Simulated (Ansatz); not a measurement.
# GaAs: the cell at several levels of theory

Cell and atoms of GaAs in the CsCl structure are relaxed in turn with PBE and r2SCAN. This is a trial cell built on a prototype, not taken from a measured structure, and it needn't be the compound's ground state.

Program: Ansatz 0.2.0. PAW datasets, plane waves, zero pressure. Simulation only: spin-unpolarised, and no claim that this is the phase found in nature.

1 further run of the same task is left out (for a known fault of the program).

## 1. Starting point

This is the cell as the run starts from it, not yet at rest; its lengths are not the crystal's.

Space group Pm-3m (No. 221), cubic; conventional cell a = 3.101 Å, 14.91 Å³ an atom. Ga has 8 As at 2.69 Å; As has 8 Ga at 2.69 Å.

Structure file:

```cif
data_structure
_symmetry_space_group_name_H-M 'P 1'
_symmetry_Int_Tables_number 1
_cell_length_a 3.1011
_cell_length_b 3.1011
_cell_length_c 3.1011
_cell_angle_alpha 90.000
_cell_angle_beta 90.000
_cell_angle_gamma 90.000
_cell_volume 29.82
loop_
_atom_site_label
_atom_site_type_symbol
_atom_site_fract_x
_atom_site_fract_y
_atom_site_fract_z
_atom_site_occupancy
Ga1 Ga 0.00000 0.00000 0.00000 1
As1 As 0.50000 0.50000 0.50000 1
```

## 2. PBE: cell and atoms

File input.yaml:

```yaml
crystal:
  lattice:
    - [3.1011457496, 0.0, 0.0]
    - [0.0, 3.1011457496, 0.0]
    - [0.0, 0.0, 3.1011457496]
  atoms:
    - { symbol: Ga, position: [0.0, 0.0, 0.0] }
    - { symbol: As, position: [0.5, 0.5, 0.5] }
kpoints:
  mp_grid: { grid: [8, 8, 8] }
hamiltonian:
  xc: pbe
scf:
  occupations: { method: fermi_dirac, width: 0.02 }
relax:
  f_tol: 0.005
  cell: {}
```

Command:

```
$ ansatz run input.yaml --threads 2 --pin off --max-ram 2211MiB --backend cpu --events-out ev --progress --plain --runs-dir out
```

The program printed:

```text
Warning: RAYON_NUM_THREADS=2 ignored (pool sized by the plan → 2); use --threads N
Engine: ansatz 0.2.0, aarch64-unknown-linux-gnu
Pseudopotentials: kind: paw
Pseudopotential: Ga, paw, valence charge 13, recommended cutoff 420 eV (normal), Ga.paw.azcp
Pseudopotential: As, paw, valence charge 15, recommended cutoff 420 eV (normal), As.paw.azcp
Functional definition: PBE
  parameter kappa = 0.804
  parameter beta = 0.06672455060314922
  exchange = pbe_x(kappa = kappa, mu = beta*pi^2/3)
  correlation = pbe_c(beta = beta)
Crystal: 2 atoms, lattice volume = 29.824 Å³
Basis set: ecut = 420 eV, 587 PW (Γ), exchange–correlation on 48×48×48 points (8 copies of the dense FFT grid, shifted against one another)
Bands: 18, of which v1, the nominal top of the filled ones, is band 14 counted from 1 (13 counted from 0)
Symmetry: 48 space group operations
Space group: Pm-3m (ITA 221), of the structure as read, at distance tolerance 3.1e-5 Å
k-points: 35 of 512
Non-local potential: Ga, projectors of the file, l = 0: 2, l = 1: 2, l = 2: 3, l = 3: 1
Non-local potential: As, projectors of the file, l = 0: 2, l = 1: 2, l = 2: 3, l = 3: 1
PAW form: soft (Blöchl's): semilocal exchange-correlation on the pseudo side does not see the compensation charge
PAW one-centre angular grid: Ga, 590 points (default); XC on 64 Gauss nodes
PAW one-centre angular grid: As, 590 points (default); XC on 64 Gauss nodes
Initial density: superposition of atomic densities (neutral atoms: chi_scale 0, normalization atom), corrected by the library's trained network
Initial wavefunctions: pseudopotential atomic-orbital guess
Functional: x = pbe(κ = 0.804, μ = 0.2195149727645171), c = pbe(β = 0.06672455060314922)
SCF iter   1: F=—  HF=-8638.204476 eV  |F-HF|=—  |Δ(HF+E_count)|=         —  Δρ=1.71e-3  dr2=6.73e-4  ethr=1.77e-3  ⟨swp⟩=5.7  Hψ=6546  notcnv=0
automatic band count: the SCF goes on with 22 bands, as 18 were too few: the levels above may hold too much charge
preconditioner: auto → none  [insulator: Δε(μ)=0.067 eV  Ē_g=20.625 eV  σ=0.020 eV  W_gap=0.65  n_scr=6 (ndim 8)  ℏωp=28.8 eV  f_vac=0.000  D(μ)=1.13/eV (n_scr^D=6)  ε∞_Penn≈3.0]
SCF iter   2: F=—  HF=-8638.204014 eV  |F-HF|=—  |Δ(HF+E_count)|=   4.62e-4  Δρ=5.56e-4  dr2=2.99e-5  ethr=2.40e-6  ⟨swp⟩=2.3  Hψ=1680  notcnv=0  defer=70
SCF iter   3: F=—  HF=-8638.204030 eV  |F-HF|=—  |Δ(HF+E_count)|=   1.63e-5  Δρ=3.15e-4  dr2=5.67e-6  ethr=1.07e-7  ⟨swp⟩=2.0  Hψ=1195  notcnv=0  defer=70
SCF iter   4: F=—  HF=-8638.204052 eV  |F-HF|=—  |Δ(HF+E_count)|=   2.21e-5  Δρ=1.01e-4  dr2=7.48e-7  ethr=2.03e-8  ⟨swp⟩=2.4  Hψ=1085  notcnv=0  defer=70
iter 5 did not close the SCF: its close was put off for the readings that it lacked (scf_convergence_deferred on its scf_iter line)
SCF iter   5: F=-8638.204055 eV  HF=-8638.204055 eV  |F-HF|=4.96e-8  |Δ(HF+E_count)|=   2.70e-6  Δρ=2.31e-5  dr2=7.23e-8  ethr=2.67e-9  ⟨swp⟩=2.0  Hψ=1031  notcnv=0  defer=70
SCF iter   6: F=-8638.204055 eV  HF=-8638.204055 eV  |F-HF|=8.19e-10  |Δ(HF+E_count)|=   3.64e-8  Δρ=4.46e-6  dr2=1.99e-9  ethr=2.58e-10  ⟨swp⟩=2.7  Hψ=2560  notcnv=0
SCF 1 converged in 6 iterations: F = -8638.204055 eV  dr2 = 1.99e-9
relax step   1: F+E_penalty+E_count = -8638.20405505 eV  Δ(F+E_penalty+E_count) = +0.000e0 eV  max|allowed force component| = 5.588e-31 eV/Å  Δτ_max = 0.0000 Å  P = +27.045 GPa  Ω = 29.824 Å³  (6 SCF iters, dr2 threshold 1.00e-7 eV, accepted)
Crystal: 2 atoms, lattice volume = 34.402 Å³
Basis set: ecut = 420 eV, 691 PW (Γ), exchange–correlation on 48×48×48 points (8 copies of the dense FFT grid, shifted against one another)
Bands: 22, of which v1, the nominal top of the filled ones, is band 14 counted from 1 (13 counted from 0)
Initial density: handed on by an earlier stage of this run
Initial wavefunctions: those handed on with the density
iter 1 solved again at ethr=8.40e-6 eV; its pass at ethr=3.10e-3 eV (dr2=2.35e-3 eV) is discarded
SCF iter   1: F=—  HF=-8638.672058 eV  |F-HF|=—  |Δ(HF+E_count)|=         —  Δρ=3.54e-3  dr2=2.44e-3  ethr=8.40e-6  ⟨swp⟩=2.6  Hψ=5546  notcnv=0
preconditioner: auto → none  [insulator: Δε(μ)=0.106 eV  Ē_g=19.531 eV  σ=0.020 eV  W_gap=0.80  n_scr=6 (ndim 8)  ℏωp=26.9 eV  f_vac=0.000  D(μ)=1.87/eV (n_scr^D=18)  ε∞_Penn≈2.9]
SCF iter   2: F=—  HF=-8638.672137 eV  |F-HF|=—  |Δ(HF+E_count)|=   7.91e-5  Δρ=1.77e-3  dr2=5.55e-4  ethr=8.40e-6  ⟨swp⟩=2.0  Hψ=1022  notcnv=0
SCF iter   3: F=—  HF=-8638.672291 eV  |F-HF|=—  |Δ(HF+E_count)|=   1.53e-4  Δρ=1.74e-4  dr2=1.52e-5  ethr=1.98e-6  ⟨swp⟩=3.0  Hψ=1532  notcnv=0
SCF iter   4: F=—  HF=-8638.672281 eV  |F-HF|=—  |Δ(HF+E_count)|=   9.34e-6  Δρ=9.47e-5  dr2=3.44e-6  ethr=5.44e-8  ⟨swp⟩=2.0  Hψ=1267  notcnv=0
SCF iter   5: F=—  HF=-8638.672281 eV  |F-HF|=—  |Δ(HF+E_count)|=   7.55e-7  Δρ=1.77e-5  dr2=6.45e-8  ethr=7.14e-10  ⟨swp⟩=3.3  Hψ=2996  notcnv=0
SCF iter   6: F=-8638.672280 eV  HF=-8638.672280 eV  |F-HF|=1.10e-8  |Δ(HF+E_count)|=   1.21e-7  Δρ=4.11e-6  dr2=5.91e-9  ethr=2.31e-10  ⟨swp⟩=4.1  Hψ=2382  notcnv=0
SCF 2 converged in 6 iterations: F = -8638.672280 eV  dr2 = 5.91e-9
relax step   2: F+E_penalty+E_count = -8638.67228037 eV  Δ(F+E_penalty+E_count) = -4.682e-1 eV  max|allowed force component| = 3.944e-31 eV/Å  Δτ_max = 0.0000 Å  P = +8.177 GPa  Ω = 34.402 Å³  energy of the carried Pulay correction = -1.594e-3 eV  (6 SCF iters, dr2 threshold 2.00e-7 eV, accepted)
Crystal: 2 atoms, lattice volume = 36.848 Å³
Basis set: ecut = 420 eV, 739 PW (Γ), exchange–correlation on 48×48×48 points (8 copies of the dense FFT grid, shifted against one another)
iter 1 solved again at ethr=1.62e-6 eV; its pass at ethr=3.10e-3 eV (dr2=4.55e-4 eV) is discarded
SCF iter   1: F=—  HF=-8638.746940 eV  |F-HF|=—  |Δ(HF+E_count)|=         —  Δρ=1.47e-3  dr2=3.93e-4  ethr=1.62e-6  ⟨swp⟩=3.1  Hψ=5770  notcnv=0
preconditioner: auto → none  [metal: Δε(μ)=0.041 eV  Ē_g=19.031 eV  σ=0.020 eV  W_gap=0.39  n_scr=6 (ndim 8)  ℏωp=26.0 eV  f_vac=0.000  D(μ)=1.50/eV (n_scr^D=18)]
SCF iter   2: F=—  HF=-8638.746938 eV  |F-HF|=—  |Δ(HF+E_count)|=   2.41e-6  Δρ=7.02e-4  dr2=9.49e-5  ethr=1.40e-6  ⟨swp⟩=2.2  Hψ=1186  notcnv=0
SCF iter   3: F=—  HF=-8638.746961 eV  |F-HF|=—  |Δ(HF+E_count)|=   2.32e-5  Δρ=1.08e-4  dr2=3.02e-6  ethr=3.39e-7  ⟨swp⟩=2.0  Hψ=1157  notcnv=0
SCF iter   4: F=-8638.746959 eV  HF=-8638.746959 eV  |F-HF|=1.37e-8  |Δ(HF+E_count)|=   1.62e-6  Δρ=2.71e-5  dr2=1.82e-7  ethr=7.14e-10  ⟨swp⟩=3.8  Hψ=3253  notcnv=0
SCF 3 converged in 4 iterations: F = -8638.746959 eV  dr2 = 1.82e-7
relax step   3: F+E_penalty+E_count = -8638.74695934 eV  Δ(F+E_penalty+E_count) = -7.468e-2 eV  max|allowed force component| = 1.315e-31 eV/Å  Δτ_max = 0.0000 Å  P = +2.016 GPa  Ω = 36.848 Å³  energy of the carried Pulay correction = -2.357e-3 eV  (4 SCF iters, dr2 threshold 2.00e-7 eV, accepted)
Crystal: 2 atoms, lattice volume = 37.726 Å³
iter 1 solved again at ethr=3.29e-7 eV; its pass at ethr=3.10e-3 eV (dr2=9.21e-5 eV) is discarded
SCF iter   1: F=—  HF=-8638.752928 eV  |F-HF|=—  |Δ(HF+E_count)|=         —  Δρ=6.20e-4  dr2=7.64e-5  ethr=3.29e-7  ⟨swp⟩=3.3  Hψ=5484  notcnv=0
preconditioner: auto → none  [insulator: Δε(μ)=0.098 eV  Ē_g=18.865 eV  σ=0.020 eV  W_gap=0.58  n_scr=6 (ndim 8)  ℏωp=25.6 eV  f_vac=0.000  D(μ)=1.68/eV (n_scr^D=18)  ε∞_Penn≈2.8]
SCF iter   2: F=—  HF=-8638.752927 eV  |F-HF|=—  |Δ(HF+E_count)|=   6.59e-7  Δρ=2.78e-4  dr2=1.47e-5  ethr=2.73e-7  ⟨swp⟩=2.1  Hψ=1245  notcnv=0
SCF iter   3: F=—  HF=-8638.752930 eV  |F-HF|=—  |Δ(HF+E_count)|=   2.65e-6  Δρ=7.53e-5  dr2=2.51e-6  ethr=5.25e-8  ⟨swp⟩=2.9  Hψ=1210  notcnv=0
SCF iter   4: F=-8638.752929 eV  HF=-8638.752929 eV  |F-HF|=1.02e-7  |Δ(HF+E_count)|=   4.38e-7  Δρ=1.54e-5  dr2=8.92e-8  ethr=7.14e-10  ⟨swp⟩=3.3  Hψ=3167  notcnv=0
SCF 4 converged in 4 iterations: F = -8638.752929 eV  dr2 = 8.92e-8
relax step   4: F+E_penalty+E_count = -8638.75292933 eV  Δ(F+E_penalty+E_count) = -5.970e-3 eV  max|allowed force component| = 2.342e-31 eV/Å  Δτ_max = 0.0000 Å  P = +0.300 GPa  Ω = 37.726 Å³  energy of the carried Pulay correction = -2.618e-3 eV  (4 SCF iters, dr2 threshold 2.00e-7 eV, accepted)
Crystal: 2 atoms, lattice volume = 37.889 Å³
iter 1 solved again at ethr=4.17e-8 eV; its pass at ethr=3.10e-3 eV (dr2=1.17e-5 eV) is discarded
SCF iter   1: F=—  HF=-8638.753031 eV  |F-HF|=—  |Δ(HF+E_count)|=         —  Δρ=1.31e-4  dr2=3.07e-6  ethr=4.17e-8  ⟨swp⟩=3.0  Hψ=4737  notcnv=0
preconditioner: auto → none  [insulator: Δε(μ)=0.096 eV  Ē_g=18.835 eV  σ=0.020 eV  W_gap=0.53  n_scr=6 (ndim 8)  ℏωp=25.6 eV  f_vac=0.000  D(μ)=1.66/eV (n_scr^D=18)  ε∞_Penn≈2.8]
SCF iter   2: F=—  HF=-8638.753038 eV  |F-HF|=—  |Δ(HF+E_count)|=   6.84e-6  Δρ=5.57e-5  dr2=5.94e-7  ethr=1.10e-8  ⟨swp⟩=2.7  Hψ=1250  notcnv=0
SCF iter   3: F=-8638.753038 eV  HF=-8638.753038 eV  |F-HF|=2.95e-8  |Δ(HF+E_count)|=   1.08e-7  Δρ=1.50e-5  dr2=5.70e-8  ethr=7.14e-10  ⟨swp⟩=4.2  Hψ=2409  notcnv=0
SCF 5 converged in 3 iterations: F = -8638.753038 eV  dr2 = 5.70e-8
relax step   5: F+E_penalty+E_count = -8638.75303813 eV  Δ(F+E_penalty+E_count) = -1.088e-4 eV  max|allowed force component| = 2.383e-31 eV/Å  Δτ_max = 0.0000 Å  P = +0.008 GPa  Ω = 37.889 Å³  energy of the carried Pulay correction = -2.665e-3 eV  (3 SCF iters, dr2 threshold 2.00e-7 eV, accepted)
Initial wavefunctions: pseudopotential atomic-orbital guess (no wavefunctions were taken with the density)
iter 1 solved again at ethr=2.58e-7 eV; its pass at ethr=3.10e-3 eV (dr2=7.23e-5 eV) is discarded
SCF iter   1: F=—  HF=-8638.751579 eV  |F-HF|=—  |Δ(HF+E_count)|=         —  Δρ=2.06e-3  dr2=3.95e-5  ethr=2.58e-7  ⟨swp⟩=2.3  Hψ=5116  notcnv=0
preconditioner: auto → none  [insulator: Δε(μ)=0.096 eV  Ē_g=18.833 eV  σ=0.020 eV  W_gap=0.53  n_scr=6 (ndim 8)  ℏωp=25.6 eV  f_vac=0.000  D(μ)=1.66/eV (n_scr^D=18)  ε∞_Penn≈2.8]
SCF iter   2: F=—  HF=-8638.756526 eV  |F-HF|=—  |Δ(HF+E_count)|=   4.95e-3  Δρ=1.03e-3  dr2=1.15e-5  ethr=1.41e-7  ⟨swp⟩=2.0  Hψ=1073  notcnv=0
SCF iter   3: F=—  HF=-8638.757973 eV  |F-HF|=—  |Δ(HF+E_count)|=   1.45e-3  Δρ=2.38e-4  dr2=1.14e-6  ethr=4.10e-8  ⟨swp⟩=2.0  Hψ=1043  notcnv=0
SCF iter   4: F=—  HF=-8638.758045 eV  |F-HF|=—  |Δ(HF+E_count)|=   7.16e-5  Δρ=1.46e-5  dr2=7.47e-8  ethr=4.06e-9  ⟨swp⟩=2.0  Hψ=1087  notcnv=0
SCF iter   5: F=—  HF=-8638.758045 eV  |F-HF|=—  |Δ(HF+E_count)|=   1.09e-7  Δρ=6.33e-6  dr2=2.17e-9  ethr=2.67e-10  ⟨swp⟩=2.9  Hψ=1269  notcnv=0
SCF iter   6: F=—  HF=-8638.758045 eV  |F-HF|=—  |Δ(HF+E_count)|=   3.63e-8  Δρ=1.64e-6  dr2=1.29e-10  ethr=7.75e-12  ⟨swp⟩=2.2  Hψ=991  notcnv=0
SCF iter   7: F=-8638.758045 eV  HF=-8638.758045 eV  |F-HF|=1.82e-12  |Δ(HF+E_count)|=   2.92e-9  Δρ=1.88e-7  dr2=1.03e-11  ethr=1.00e-12  ⟨swp⟩=5.0  Hψ=2746  notcnv=0
SCF 6 converged in 7 iterations: F = -8638.758045 eV  dr2 = 1.03e-11
relax step   6: F+E_penalty+E_count = -8638.75804476 eV  Δ(F+E_penalty+E_count) = -5.007e-3 eV  max|allowed force component| = 2.136e-31 eV/Å  Δτ_max = 0.0000 Å  P = +0.260 GPa  Ω = 37.889 Å³  stress off target by 2.60e-1 GPa  SCF on the basis re-selected at this cell (its energy is not comparable with the rows above)  (7 SCF iters)
basis re-selected at this cell: Δ(F+E_penalty+E_count) = -5.007e-3 eV, ΔP = +0.252 GPa vs the last step (what re-selecting the basis moved, of the pressure what is left beyond the Pulay correction that the steps carried, after the strain that the cell walked since its last selection, with what the two solves' SCF thresholds leave and, on support functions, any second-order correction that the steps lacked; it is no measure of the basis error at this ecutwfc). This SCF's stress stands 2.60e-1 GPa from its target on what of the cell is left free (relax.cell.stress_tol is 5.00e-2 GPa) and its largest allowed force component is 2.14e-31 eV/Å (relax.f_tol is 5.00e-3 eV/Å): not within both, so this SCF does not close the relaxation
Crystal: 2 atoms, lattice volume = 38.034 Å³
iter 1 solved again at ethr=9.68e-9 eV; its pass at ethr=3.10e-3 eV (dr2=2.71e-6 eV) is discarded
SCF iter   1: F=—  HF=-8638.758129 eV  |F-HF|=—  |Δ(HF+E_count)|=         —  Δρ=1.13e-4  dr2=2.38e-6  ethr=9.68e-9  ⟨swp⟩=2.2  Hψ=4089  notcnv=0
preconditioner: auto → none  [metal: Δε(μ)=0.019 eV  Ē_g=18.809 eV  σ=0.020 eV  W_gap=0.22  n_scr=6 (ndim 8)  ℏωp=25.5 eV  f_vac=0.000  D(μ)=1.61/eV (n_scr^D=18)]
SCF iter   2: F=—  HF=-8638.758136 eV  |F-HF|=—  |Δ(HF+E_count)|=   7.15e-6  Δρ=5.54e-5  dr2=4.83e-7  ethr=8.49e-9  ⟨swp⟩=1.1  Hψ=780  notcnv=0
SCF iter   3: F=-8638.758136 eV  HF=-8638.758136 eV  |F-HF|=1.61e-7  |Δ(HF+E_count)|=   8.11e-8  Δρ=1.44e-5  dr2=1.26e-7  ethr=6.02e-10  ⟨swp⟩=4.0  Hψ=2294  notcnv=0
SCF 7 converged in 3 iterations: F = -8638.758136 eV  dr2 = 1.26e-7
relax step   7: F+E_penalty+E_count = -8638.75813613 eV  Δ(F+E_penalty+E_count) = -9.137e-5 eV  max|allowed force component| = 2.219e-31 eV/Å  Δτ_max = 0.0000 Å  P = +0.023 GPa  Ω = 38.034 Å³  energy of the carried Pulay correction = -3.651e-5 eV  (3 SCF iters, dr2 threshold 1.69e-7 eV, accepted)
iter 1 solved again at ethr=1.25e-7 eV; its pass at ethr=3.10e-3 eV (dr2=3.50e-5 eV) is discarded
SCF iter   1: F=—  HF=-8638.757876 eV  |F-HF|=—  |Δ(HF+E_count)|=         —  Δρ=3.86e-4  dr2=1.29e-6  ethr=1.25e-7  ⟨swp⟩=3.0  Hψ=5296  notcnv=0
SCF iter   2: F=—  HF=-8638.758109 eV  |F-HF|=—  |Δ(HF+E_count)|=   2.33e-4  Δρ=1.93e-4  dr2=3.04e-7  ethr=4.60e-9  ⟨swp⟩=1.6  Hψ=1012  notcnv=0
SCF iter   3: F=—  HF=-8638.758179 eV  |F-HF|=—  |Δ(HF+E_count)|=   7.01e-5  Δρ=3.19e-5  dr2=8.89e-8  ethr=1.09e-9  ⟨swp⟩=2.0  Hψ=1057  notcnv=0
SCF iter   4: F=—  HF=-8638.758180 eV  |F-HF|=—  |Δ(HF+E_count)|=   1.65e-6  Δρ=8.86e-7  dr2=8.69e-11  ethr=3.18e-10  ⟨swp⟩=2.0  Hψ=1088  notcnv=0
SCF iter   5: F=-8638.758180 eV  HF=-8638.758180 eV  |F-HF|=7.28e-12  |Δ(HF+E_count)|=   1.16e-9  Δρ=2.07e-7  dr2=8.65e-12  ethr=1.00e-12  ⟨swp⟩=5.0  Hψ=2831  notcnv=0
SCF 8 converged in 5 iterations: F = -8638.758180 eV  dr2 = 8.65e-12
relax step   8: F+E_penalty+E_count = -8638.75818047 eV  Δ(F+E_penalty+E_count) = -4.434e-5 eV  max|allowed force component| = 1.150e-31 eV/Å  Δτ_max = 0.0000 Å  P = +0.021 GPa  Ω = 38.034 Å³  stress off target by 2.12e-2 GPa  SCF on the basis re-selected at this cell (its energy is not comparable with the rows above)  (5 SCF iters)
basis re-selected at this cell: Δ(F+E_penalty+E_count) = -4.434e-5 eV, ΔP = -0.002 GPa vs the last step (what re-selecting the basis moved, of the pressure what is left beyond the Pulay correction that the steps carried, after the strain that the cell walked since its last selection, with what the two solves' SCF thresholds leave and, on support functions, any second-order correction that the steps lacked; it is no measure of the basis error at this ecutwfc). This SCF's stress stands 2.12e-2 GPa from its target on what of the cell is left free (relax.cell.stress_tol is 5.00e-2 GPa) and its largest allowed force component is 1.15e-31 eV/Å (relax.f_tol is 5.00e-3 eV/Å): within both
SCF converged after 5 iterations
Free energy (F): -8638.758180 eV
Harris-Foulkes:  -8638.758180 eV  (|F-HF|=7.28e-12)
Internal energy: -8638.756252 eV  (E = F + TS)
E sigma→0 (E₀):  -8638.757216 eV
Entropy (-TS):   -0.001928 eV (-0.964 meV/atom)
Fermi energy:    10.990600 eV
--- Per-component energies (eV) ---
  E_band       = -243.482137
  E_kinetic    = 216.593613
  E_local      = -3249.421997  (includes V_loc(G=0)·N_el)
  E_nonlocal   = -248.089510
  E_hartree    = 1674.023349
  E_xc         = -148.389813
  E_vxc        = -137.069653  (∫ρ·V_xc dr)
  E_paw        = -3820.588686  (= ΣΔE_a)
  E_vpaw       = -173.541198  (= ΣTr[D̂ρ^β])
  E_aug_tail   = -0.000103  (compensation charges beyond the density's cutoff)
  E_ewald      = -3062.883106
  E_smearing   = -0.001928  (= −TS)
  E_closure    = 0.000000  (closes the sum)
  Σ components = -8638.758180   (vs F -8638.758180, Δ=0.00e0)
--- Forces (eV/Å), atoms counted from 1 ---
  atom   1  Ga     0.00000000     0.00000000    -0.00000000
  atom   2  As     0.00000000    -0.00000000    -0.00000000
  max |Σ_I F_I| component: 7.89e-31 eV/Å
--- Stress (GPa, compression-positive) ---
        0.021187      -0.000000      -0.000000
       -0.000000       0.021187      -0.000000
       -0.000000      -0.000000       0.021187
  P = ⅓ Tr σ = 0.0212 GPa (0.212 kbar)
--- Relaxed structure (6 steps of the walk, 6 accepted, 2 SCFs on fresh bases) ---
  F+E_penalty+E_count = -8638.75818047 eV   max|allowed force component| = 1.150e-31 eV/Å   (the final SCF, on the basis selected at the relaxed cell)
  cell:  # Å, volume = 38.0342 Å³
    - [3.3629843971293427, 2.969141997596989e-33, -2.0703746902162785e-33]
    - [2.7123513383453573e-33, 3.3629843971293427, -1.2839532962581572e-34]
    - [-7.864213939581212e-34, -3.851859888774472e-34, 3.3629843971293423]
  atoms:
    - { symbol: Ga, position: [7.11606259792558e-36, -3.8814886897761275e-36, 1.2938295632589803e-36] }
    - { symbol: As, position: [0.5, 0.5, 0.5] }
```

It took 5.7 s on 2 threads of Arm Neoverse V1, shared host; peak memory 0.33 GiB.

Ionic steps:

```tsv
step	energy change (meV/atom)	largest force (eV/Å)	pressure (GPa)	volume (Å³/atom)
1	0.0	0.0000	27.05	14.912
2	-234.1	0.0000	8.18	17.201
3	-271.5	0.0000	2.02	18.424
4	-274.4	0.0000	0.30	18.863
5	-274.5	0.0000	0.01	18.944
6	-277.0	0.0000	0.26	18.944
7	-277.0	0.0000	0.02	19.017
8	-277.1	0.0000	0.02	19.017
```

Step 6 solves the same cell on a plane-wave basis chosen anew, so the energy can jump there without a move.

The table lists every geometry solved, with passes on a fresh basis, whose energies don't compare exactly with the rows above.

|  | before | after | change |
| --- | --- | --- | --- |
| a (Å) | 3.101 | 3.363 | +8.44 % |
| volume (Å³/atom) | 14.912 | 19.017 | +27.53 % |
| shortest distance (Å) | 2.686 | 2.912 | +8.44 % |
| space group | Pm-3m | Pm-3m | same |

[end of part 1 of 2]
